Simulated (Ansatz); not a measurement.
# Dielectric response of GaP (110) films, part 2 of 5

Aim: the electronic and static ε of zincblende GaP (110) from films of several thicknesses in a field.

Ansatz 0.2.0; plane-wave DFT, PBEsol, Ansatz PAW.

So far, gap on the k-mesh (eV): step 2 (relaxation, 10 atoms, units 5) 0.874.

## (3) Single point on the relaxed film, 10 atoms, units 5

The film was relaxed beforehand; a single point on the relaxed positions gives its levels and potential.

Input file input.yaml:

```yaml
crystal:
  lattice:
    - [3.85373196, 0.0, 0.0]
    - [0.0, 5.45, 0.0]
    - [0.0, 0.0, 25.7074639149]
  atoms:
    - { symbol: Ga, position: [0.5, 0.5524548216, 0.367149902] }
    - { symbol: P, position: [0.0, 0.7597158076, 0.3427990512] }
    - { symbol: Ga, position: [0.0, -0.0230815978, 0.4227745867] }
    - { symbol: P, position: [0.5, 0.2271420217, 0.4253914687] }
    - { symbol: Ga, position: [0.5, 0.4821979416, 0.4999999967] }
    - { symbol: P, position: [0.0, 0.7353398613, 0.5000000007] }
    - { symbol: Ga, position: [0.0, -0.0230815977, 0.5772254086] }
    - { symbol: P, position: [0.5, 0.2271420421, 0.5746085333] }
    - { symbol: Ga, position: [0.5, 0.552454855, 0.6328501001] }
    - { symbol: P, position: [0.0, 0.7597158447, 0.6572009521] }
kpoints:
  mp_grid: { grid: [8, 6, 1] }
hamiltonian:
  xc: pbesol
scf:
  occupations: { method: fixed }
  convergence: { dr2_threshold: 1.0e-09 }
efield:
  axis: 3
  dipole_correction: true
  ramp_position: 0.97
  ramp_width: 0.06
output:
  eigenvalues: true
  write_potential: true
  write_density: true
  volumetric_format: npy
```

Command:

```
> ansatz run input.yaml --threads 4 --pin off --max-ram 12288MiB --backend cpu --events-out ev --progress --plain --runs-dir out
```

Numbers of over 12 decimals in the logs are rounded to 6 here.

Output:

```text
[...]
Crystal: 10 atoms, lattice volume = 539.930 Å³
Basis set: ecut = 420 eV, 10575 PW (Γ)
Bands: 55, of which v1, the nominal top of the filled ones, is band 45 counted from 1 (44 counted from 0)
Symmetry: 2 space group operations
k-points: 20 of 48 (time reversal used)
[...]
SCF iter   1: F=—  HF=-22417.968117 eV  |F-HF|=—  |Δ(HF+E_count)|=         —  Δρ=2.59e-3  dr2=7.31e-2  ethr=1.77e-3  p=-0.000 e·Å  D=-7.92e-9 V/Å  ΔV_dip=0.00 eV  dr2_dipole=3.17e-11  V_vac-E_F(+/−)=5.26/5.26 eV  ⟨swp⟩=6.7  Hψ=4611  notcnv=0  defer=157
[...]
SCF iter   2: F=—  HF=-22417.948582 eV  |F-HF|=—  |Δ(HF+E_count)|=   1.95e-2  Δρ=1.28e-3  dr2=2.60e-2  ethr=8.13e-5  p=0.000 e·Å  D=1.40e-6 V/Å  ΔV_dip=-0.00 eV  dr2_dipole=3.04e-10  V_vac-E_F(+/−)=5.44/5.44 eV  ⟨swp⟩=3.7  Hψ=1907  notcnv=0  defer=160
density mixer auto → msr1: gapped (density of states about μ 0.09 of a free-electron gas's, 72 screened modes)
SCF iter   3: F=—  HF=-22417.946233 eV  |F-HF|=—  |Δ(HF+E_count)|=   2.35e-3  Δρ=6.19e-4  dr2=6.03e-3  ethr=2.89e-5  p=0.000 e·Å  D=4.52e-6 V/Å  ΔV_dip=-0.00 eV  dr2_dipole=5.16e-10  V_vac-E_F(+/−)=5.32/5.32 eV  ⟨swp⟩=3.5  Hψ=1314  notcnv=0  defer=160
[...]
SCF iter  11: F=-22417.945968 eV  HF=-22417.945968 eV  |F-HF|=1.24e-10  |Δ(HF+E_count)|=  4.40e-10  Δρ=1.77e-7  dr2=1.72e-10  ethr=1.11e-12  p=-0.000 e·Å  D=-1.75e-7 V/Å  ΔV_dip=0.00 eV  dr2_dipole=4.48e-12  V_vac-E_F(+/−)=5.34/5.34 eV  ⟨swp⟩=15.9  Hψ=6126  notcnv=0
SCF 1 converged in 11 iterations: F = -22417.945968 eV  dr2 = 1.72e-10
[...]
SCF converged after 11 iterations
Free energy (F): -22417.945968 eV
[...]
Internal energy: -22417.945968 eV  (E = F + TS)
E sigma→0 (E₀):  -22417.945968 eV
Fermi energy:    -0.743401 eV
Dipole field:    D = 0.000002 V/Å  (p = 0.000005 e·Å, saw-weighted, corrected)
Work function:   Φ+ = 5.3439 eV   Φ− = 5.3439 eV
[...]
--- Band table (eV; the first three rows and the last of 20) ---
  k-point 0: bands = [... 41 lower, -1.2509, -1.1303, -1.0824, -0.7434, 0.9013, 1.0621, 1.3676, 1.7830, ... 6 higher]
  k-point 1: bands = [... 41 lower, -1.4123, -1.2036, -1.1101, -1.0129, 0.9012, 1.4022, 1.4097, 1.7589, ... 6 higher]
  k-point 2: bands = [... 41 lower, -1.5967, -1.5196, -1.5071, -1.1704, 0.8238, 1.1756, 1.5501, 1.6710, ... 6 higher]
  k-point 19: bands = [... 41 lower, -2.5106, -2.1824, -1.4780, -1.3082, 0.5860, 1.7173, 1.9678, 2.4111, ... 6 higher]
```

It took 24 s on 4 threads of Arm Neoverse V1, shared host; peak memory 1.3 GiB.

Numbers from this step:

```yaml
dipole_along_the_normal: 4.65e-6 e·Å
```

Running mean over 1.927 Å of the planar mean; the ramp of the sawtooth is left out. Electron's electrostatic potential energy less the highest filled level against z:

```
z (Å)  electron's electrostatic potential energy less the highest filled level (eV)
    3                                                                          5.34
    4                                                                          5.34
    5                                                                          5.34
    6                                                                          5.32
    7                                                                          4.96
    8                                                                          1.41
    9                                                                         -2.59
   10                                                                         -3.89
   11                                                                         -3.95
   12                                                                         -3.45
   13                                                                         -3.44
   14                                                                         -3.50
   15                                                                         -4.22
   16                                                                         -3.62
   17                                                                         -1.79
   18                                                                          2.94
   19                                                                          5.17
   20                                                                          5.33
   21                                                                          5.34
   22                                                                          5.34
```

The gap is 0.87 eV, with the valence edge 5.34 eV and the conduction edge 4.47 eV under the upper vacuum level.

## (4) Single point, 10 atoms, units 5, field 0.1 V/Å

A sawtooth potential applies the field, turning back in the middle of the vacuum. With the dipole correction the typed value is the field outside the slab. The induced dipole is small, so the SCF threshold is tight.

input.yaml, as its differences from that of step 3:

```diff
@@ -22,3 +22,3 @@
   occupations: { method: fixed }
-  convergence: { dr2_threshold: 1.0e-09 }
+  convergence: { dr2_threshold: 1.0e-10 }
 efield:
@@ -26,6 +26,6 @@
   dipole_correction: true
-  ramp_position: 0.97
-  ramp_width: 0.06
+  ramp_position: 0.9594
+  ramp_width: 0.0811
+  amplitude: 0.1
 output:
-  eigenvalues: true
   write_potential: true
```

Output:

```text
[...]
Crystal: 10 atoms, lattice volume = 539.930 Å³
Basis set: ecut = 420 eV, 10575 PW (Γ)
Bands: 55, of which v1, the nominal top of the filled ones, is band 45 counted from 1 (44 counted from 0)
Symmetry: 2 space group operations
k-points: 20 of 48 (time reversal used)
[...]
SCF iter   1: F=—  HF=-22419.716407 eV  |F-HF|=—  |Δ(HF+E_count)|=         —  Δρ=2.75e-2  dr2=5.71e0  ethr=3.10e-3  p=0.116 e·Å  D=3.89e-2 V/Å  ΔV_dip=-1.00 eV  dr2_dipole=7.91e-4  V_vac-E_F(+/−)=7.66/6.37 eV  ⟨swp⟩=6.0  Hψ=4382  notcnv=0  defer=143
[...]
SCF iter  14: F=-22417.951431 eV  HF=-22417.951431 eV  |F-HF|=1.09e-11  |Δ(HF+E_count)|=  3.97e-10  Δρ=7.78e-8  dr2=3.47e-11  ethr=1.00e-12  p=0.109 e·Å  D=3.66e-2 V/Å  ΔV_dip=-0.94 eV  dr2_dipole=1.19e-12  V_vac-E_F(+/−)=5.98/4.63 eV  ⟨swp⟩=15.8  Hψ=5610  notcnv=0
SCF 1 converged in 14 iterations: F = -22417.951431 eV  dr2 = 3.47e-11
[...]
SCF converged after 14 iterations
[...]
Free energy (F): -22417.951431 eV
[...]
Internal energy: -22417.951431 eV  (E = F + TS)
E sigma→0 (E₀):  -22417.951431 eV
Fermi energy:    -0.742846 eV
Dipole field:    D = 0.036617 V/Å  (p = 0.109260 e·Å, saw-weighted, corrected)
Work function:   not extracted (applied field tilts the vacuum); planar V_es + V_field profile in the machine report
[...]
--- Band table (eV; the first three rows and the last of 20) ---
  k-point 0: bands = [... 41 lower, -1.2528, -1.1290, -1.0833, -0.7428, 0.9000, 1.0603, 1.3681, 1.7817, ... 6 higher]
  k-point 1: bands = [... 41 lower, -1.4131, -1.2051, -1.1096, -1.0116, 0.8999, 1.3923, 1.4176, 1.7583, ... 6 higher]
  k-point 2: bands = [... 41 lower, -1.6015, -1.5142, -1.5079, -1.1697, 0.8220, 1.1755, 1.5480, 1.6712, ... 6 higher]
  k-point 19: bands = [... 41 lower, -2.5117, -2.1829, -1.4797, -1.3063, 0.5849, 1.7174, 1.9671, 2.4087, ... 6 higher]
```

Wall time 27 s (4 threads); peak memory 1.3 GiB.

This step gave:

| Item | Value |
| --- | --- |
| gap on the k-mesh | 0.8716 eV |
| dipole along the normal | 0.1093 e·Å |

The dipole is 0.109 e·Å, and the gap on the mesh 0.872 eV.

## (5) Single point, 10 atoms, units 5, field -0.1 V/Å

input.yaml, as its differences from that of step 4:

```diff
@@ -28,3 +28,3 @@
   ramp_width: 0.0811
-  amplitude: 0.1
+  amplitude: -0.1
 output:
```

Output:

```text
[...]
Crystal: 10 atoms, lattice volume = 539.930 Å³
Basis set: ecut = 420 eV, 10575 PW (Γ)
Bands: 55, of which v1, the nominal top of the filled ones, is band 45 counted from 1 (44 counted from 0)
Symmetry: 2 space group operations
k-points: 20 of 48 (time reversal used)
[...]
k-point 0: bands = [... 41 lower, -1.2529, -1.1292, -1.0834, -0.7430, 0.8998, 1.0602, 1.3680, 1.7815, ... 6 higher]
  k-point 1: bands = [... 41 lower, -1.4132, -1.2053, -1.1098, -1.0117, 0.8997, 1.3921, 1.4175, 1.7582, ... 6 higher]
  k-point 2: bands = [... 41 lower, -1.6017, -1.5143, -1.5080, -1.1698, 0.8218, 1.1753, 1.5478, 1.6710, ... 6 higher]
  k-point 19: bands = [... 41 lower, -2.5119, -2.1830, -1.4798, -1.3064, 0.5847, 1.7172, 1.9670, 2.4085, ... 6 higher]
[key lines of the parts left out:]
SCF converged after 14 iterations
Free energy (F): -22417.951431 eV
Fermi energy:    -0.743009 eV
Dipole field:    D = -0.036617 V/Å  (p = -0.109260 e·Å, saw-weighted, corrected)
```

It took 27 s on 4 threads; peak memory 1.3 GiB; 1.8 min of CPU time.

The dipole is -0.109 e·Å, and the gap on the mesh 0.872 eV.

## (6) Response with the atoms held, 10 atoms, units 5

This step: plane-wave DFT, PBEsol, Ansatz PAW; response to a field along the normal, atoms held (Ansatz 0.2.0).

The two fields give this film's response with the atoms held: the electronic part.

Numbers from this step:

```yaml
equivalent_conductor_thickness_p_eps_0ae: 9.413 Å
distance_between_the_outer_atoms: 8.082 Å
thickness: 9.634 Å
inner_field_over_outer_field: 0.08493
local_eps_in_the_middle: 11.77
```

Local field over the applied field, running mean. From the potentials at -0.1 and 0.1 V/Å; running mean over 1.927 Å, taken twice. Local field over applied field against z:

```
z (Å)  local field over applied field
  4.0                           0.999
  4.5                           0.997
  5.0                           0.993
  5.5                           0.980
  6.0                           0.949
  6.5                           0.884
  7.0                           0.777
  7.5                           0.630
  8.0                           0.463
  8.5                           0.306
  9.0                           0.186
  9.5                           0.113
 10.0                          0.0822
 10.5                          0.0781
 11.0                          0.0825
 11.5                          0.0862
 12.0                          0.0860
 12.5                          0.0845
 13.0                          0.0842
 13.5                          0.0853
 14.0                          0.0866
 14.5                          0.0844
 15.0                          0.0795
 15.5                          0.0787
 16.0                          0.0955
 16.5                           0.150
 17.0                           0.251
 17.5                           0.395
 18.0                           0.562
 18.5                           0.720
 19.0                           0.845
 19.5                           0.926
 20.0                           0.970
 20.5                           0.989
 21.0                           0.996
 21.5                           0.999
```

Electrons, planar mean, per unit field. Induced electron density against z:

z (Å), induced electron density (e/Å³ per V/Å) and a bar from the least value:
```
      4.0    0.00000 ###############
      4.5    0.00001 ###############
      5.0    0.00002 ###############
      5.5    0.00007 ###############
      6.0    0.00021 ################
      6.5    0.00056 ##################
      7.0    0.00135 ######################
      7.5    0.00256 ############################
      8.0    0.00297 ##############################
      8.5    0.00150 #######################
      9.0    0.00082 ###################
      9.5    0.00077 ###################
     10.0   -0.00041 #############
     10.5   -0.00061 ############
     11.0   -0.00012 ##############
     11.5    0.00060 ##################
     12.0   -0.00006 ###############
     12.5   -0.00043 #############
     13.0    0.00016 ################
     13.5    0.00041 #################
     14.0   -0.00049 #############
     14.5   -0.00023 ##############
     15.0    0.00033 #################
     15.5    0.00069 ##################
     16.0   -0.00031 #############
     16.5   -0.00092 ##########
     17.0   -0.00100 ##########
     17.5   -0.00246 ###
     18.0   -0.00296 
     18.5   -0.00184 ######
     19.0   -0.00082 ###########
     19.5   -0.00032 #############
     20.0   -0.00011 ##############
     20.5   -0.00004 ###############
     21.0   -0.00001 ###############
     21.5    0.00000 ###############
```

By hand: between -0.1 and 0.1 V/Å the dipole changes by 0.2185 e·Å, a slope of 1.093 e·Å²/V. A perfect conductor of thickness t has p = ε₀AEt, so t = 180.95 × 1.093 / 21.003 = 9.41 Å (e/ε₀ = 180.95 V·Å, A in Å²).

The induced dipole is that of a conductor 9.41 Å thick.

## (7) Field on, atoms free, 10 atoms, field 0.05 V/Å

This step: plane-wave DFT, PBEsol, Ansatz PAW (Ansatz 0.2.0).

Now the atoms may follow the field. A weak field makes forces of meV/Å to tens of meV/Å, so the force tolerance is set well below the usual one.

input.yaml, as its differences from that of step 5:

```diff
@@ -26,5 +26,8 @@
   dipole_correction: true
-  ramp_position: 0.9594
-  ramp_width: 0.0811
-  amplitude: -0.1
+  ramp_position: 0.97
+  ramp_width: 0.06
+  amplitude: 0.05
+relax:
+  f_tol: 0.0006
+  max_steps: 70
 output:
```

Output:

```text
[...]
Crystal: 10 atoms, lattice volume = 539.930 Å³
Basis set: ecut = 420 eV, 10575 PW (Γ), exchange–correlation on 54×80×360 points (8 copies of the dense FFT grid, shifted against one another)
Bands: 55, of which v1, the nominal top of the filled ones, is band 45 counted from 1 (44 counted from 0)
Symmetry: 2 space group operations
k-points: 20 of 48 (time reversal used)
[...]
SCF iter   1: F=—  HF=-22419.712163 eV  |F-HF|=—  |Δ(HF+E_count)|=         —  Δρ=2.75e-2  dr2=5.71e0  ethr=3.10e-3  p=0.058 e·Å  D=1.95e-2 V/Å  ΔV_dip=-0.50 eV  dr2_dipole=1.99e-4  V_vac-E_F(+/−)=7.37/6.70 eV  ⟨swp⟩=6.3  Hψ=4371  notcnv=0  defer=145
[...]
SCF iter  14: F=-22417.947301 eV  HF=-22417.947301 eV  |F-HF|=3.27e-11  |Δ(HF+E_count)|=  4.00e-10  Δρ=7.08e-8  dr2=3.11e-11  ethr=1.00e-12  p=0.055 e·Å  D=1.83e-2 V/Å  ΔV_dip=-0.47 eV  dr2_dipole=2.48e-13  V_vac-E_F(+/−)=5.68/4.98 eV  ⟨swp⟩=8.0  Hψ=6258  notcnv=0
SCF 1 converged in 14 iterations: F = -22417.947301 eV  dr2 = 3.11e-11
[...]
relax step   1: F+E_penalty+E_count = -22417.94730102 eV  Δ(F+E_penalty+E_count) = +0.000e0 eV  max|allowed force component| = 1.157e-2 eV/Å  Δτ_max = 0.0000 Å  (14 SCF iters, accepted)
[...]
SCF iter   7: F=-22417.947319 eV  HF=-22417.947319 eV  |F-HF|=5.46e-11  |Δ(HF+E_count)|=  2.07e-10  Δρ=1.53e-7  dr2=7.49e-11  ethr=1.00e-12  p=0.055 e·Å  D=1.85e-2 V/Å  ΔV_dip=-0.48 eV  dr2_dipole=5.59e-13  V_vac-E_F(+/−)=5.67/4.98 eV  ⟨swp⟩=8.1  Hψ=6374  notcnv=0
SCF 2 converged in 7 iterations: F = -22417.947319 eV  dr2 = 7.49e-11
relax step   2: F+E_penalty+E_count = -22417.94731936 eV  Δ(F+E_penalty+E_count) = -1.834e-5 eV  max|allowed force component| = 3.385e-3 eV/Å  Δτ_max = 0.0007 Å  (7 SCF iters, accepted)
SCF iter   1: F=—  HF=-22417.947434 eV  |F-HF|=—  |Δ(HF+E_count)|=         —  Δρ=4.01e-5  dr2=1.60e-5  ethr=2.72e-7  p=0.055 e·Å  D=1.85e-2 V/Å  ΔV_dip=-0.48 eV  dr2_dipole=5.10e-6  V_vac-E_F(+/−)=5.67/4.98 eV  ⟨swp⟩=2.4  Hψ=1905  notcnv=0  defer=160
[...]
SCF iter   8: F=-22417.947317 eV  HF=-22417.947317 eV  |F-HF|=1.09e-11  |Δ(HF+E_count)|=  1.06e-10  Δρ=6.39e-8  dr2=1.65e-11  ethr=1.00e-12  p=0.056 e·Å  D=1.87e-2 V/Å  ΔV_dip=-0.48 eV  dr2_dipole=2.60e-13  V_vac-E_F(+/−)=5.67/4.98 eV  ⟨swp⟩=7.3  Hψ=6054  notcnv=0
SCF 3 converged in 8 iterations: F = -22417.947317 eV  dr2 = 1.65e-11
relax step   3: F+E_penalty+E_count = -22417.94731701 eV  Δ(F+E_penalty+E_count) = +2.342e-6 eV  max|allowed force component| = 6.081e-3 eV/Å  Δτ_max = 0.0014 Å  (8 SCF iters, rejected (line search))
SCF iter   1: F=—  HF=-22417.947438 eV  |F-HF|=—  |Δ(HF+E_count)|=         —  Δρ=1.89e-5  dr2=4.60e-6  ethr=4.26e-8  p=0.056 e·Å  D=1.87e-2 V/Å  ΔV_dip=-0.48 eV  dr2_dipole=1.54e-6  V_vac-E_F(+/−)=5.67/4.98 eV  ⟨swp⟩=2.6  Hψ=1903  notcnv=0  defer=156
[...]
SCF iter   7: F=-22417.947322 eV  HF=-22417.947322 eV  |F-HF|=6.91e-11  |Δ(HF+E_count)|=  1.27e-10  Δρ=9.51e-8  dr2=3.95e-11  ethr=1.00e-12  p=0.055 e·Å  D=1.86e-2 V/Å  ΔV_dip=-0.48 eV  dr2_dipole=1.96e-13  V_vac-E_F(+/−)=5.67/4.98 eV  ⟨swp⟩=8.1  Hψ=6692  notcnv=0
SCF 4 converged in 7 iterations: F = -22417.947322 eV  dr2 = 3.95e-11
relax step   4: F+E_penalty+E_count = -22417.94732211 eV  Δ(F+E_penalty+E_count) = -2.753e-6 eV  max|allowed force component| = 3.376e-4 eV/Å  Δτ_max = 0.0007 Å  (7 SCF iters, accepted)
NSCF: frozen V_eff on 20 k-points
[...]
SCF converged after 7 iterations
[...]
Free energy (F): -22417.947322 eV
[...]
Internal energy: -22417.947322 eV  (E = F + TS)
E sigma→0 (E₀):  -22417.947322 eV
Fermi energy:    -0.743369 eV
Dipole field:    D = 0.018578 V/Å  (p = 0.055434 e·Å, saw-weighted, corrected)
Work function:   not extracted (applied field tilts the vacuum); planar V_es + V_field profile in the machine report
[...]
--- Forces (eV/Å), atoms counted from 1 ---
  atom   1  Ga     0.00000000    -0.00008778     0.00008780
  atom   2  P      0.00000000    -0.00012200     0.00004640
  atom   3  Ga     0.00000000     0.00011133    -0.00003284
  atom   4  P      0.00000000     0.00009895    -0.00004806
  atom   5  Ga     0.00000000     0.00001296     0.00010970
  atom   6  P      0.00000000    -0.00020347    -0.00015338
  atom   7  Ga     0.00000000     0.00033764     0.00003786
  atom   8  P      0.00000000    -0.00023129    -0.00015334
  atom   9  Ga     0.00000000     0.00018717     0.00007044
  atom  10  P      0.00000000    -0.00010332     0.00003799
  max |Σ_I F_I| component: 2.57e-6 eV/Å
--- Band table (eV; the first three rows and the last of 20) ---
  k-point 0: bands = [... 41 lower, -1.2514, -1.1302, -1.0826, -0.7434, 0.9013, 1.0614, 1.3679, 1.7823, ... 6 higher]
  k-point 1: bands = [... 41 lower, -1.4125, -1.2040, -1.1101, -1.0127, 0.9011, 1.3999, 1.4118, 1.7583, ... 6 higher]
  k-point 2: bands = [... 41 lower, -1.5975, -1.5187, -1.5072, -1.1704, 0.8233, 1.1755, 1.5500, 1.6708, ... 6 higher]
  k-point 19: bands = [... 41 lower, -2.5107, -2.1827, -1.4786, -1.3077, 0.5856, 1.7170, 1.9673, 2.4108, ... 6 higher]
--- Relaxed structure (4 steps of the walk, 3 accepted, 0 SCFs on fresh bases) ---
  F+E_penalty+E_count = -22417.94732211 eV   max|allowed force component| = 3.376e-4 eV/Å
  atoms:
    - { symbol: Ga, position: [0.500000, 0.552333, 0.367163] }
    - { symbol: P, position: [0.0, 0.759586, 0.342773] }
    - { symbol: Ga, position: [0.0, -0.023063, 0.422774] }
    - { symbol: P, position: [0.500000, 0.227106, 0.425383] }
    - { symbol: Ga, position: [0.500000, 0.482178, 0.500020] }
    - { symbol: P, position: [0.0, 0.735342, 0.499971] }
    - { symbol: Ga, position: [0.0, -0.023054, 0.577239] }
    - { symbol: P, position: [0.500000, 0.227177, 0.574605] }
    - { symbol: Ga, position: [0.500000, 0.552536, 0.632879] }
    - { symbol: P, position: [0.0, 0.759858, 0.657192] }
```

It took 61 s on 4 threads; peak memory 1.1 GiB; 4 min of CPU time.

Hardly anything moved in the relaxation; the energy changed by under 0.2 meV an atom.

This step gave:

```yaml
gap_on_the_k_mesh: 0.8740 eV
dipole_along_the_normal: 0.05543 e·Å
```

The relaxation took 4 steps and lowered the energy by 2.1e-5 eV; the largest force on the free atoms ends at 3.4e-4 eV/Å.

The dipole is 0.0554 e·Å, and the gap on the mesh 0.874 eV.

(Part 2 of 5 ends here.)

[Logs are printed without paths, hosts, clocks, repeated set-up lines and the standing remarks that a program may print on its own settings, such as how far it seeks lower states.]

[Hosts, paths, dates, database ids (printed as entryN), source tags and the programs' standing remarks are cut or masked in the printed files.]

[Maps of the electrostatic potential energy from Ansatz leave out the sawtooth potential of an applied field or a dipole correction, so their vacuum need not be flat; planar profiles and work functions include it.]
